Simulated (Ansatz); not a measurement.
Start from InCuS2 in the chalcopyrite structure (space group I-42d, No. 122; a = 5.577 Å, c = 11.234 Å).

Computed with PBE (Ansatz, a quantum-chemistry and plane-wave program), no spin-orbit coupling.

Base values:

| Item | Result |
|---|---|
| Lattice parameter a | 5.577 Å |

Modification: a hydrostatic pressure of 4.2 GPa.

### Question
Estimate the effect on the lattice parameter a.

### Answer
The lattice parameter a falls by 0.107 Å (5.577 Å → 5.470 Å).

Load acts through the strain it causes; cell and atoms are relaxed under it. Stability against distortions was not tested. The final runs are not spin-polarised.
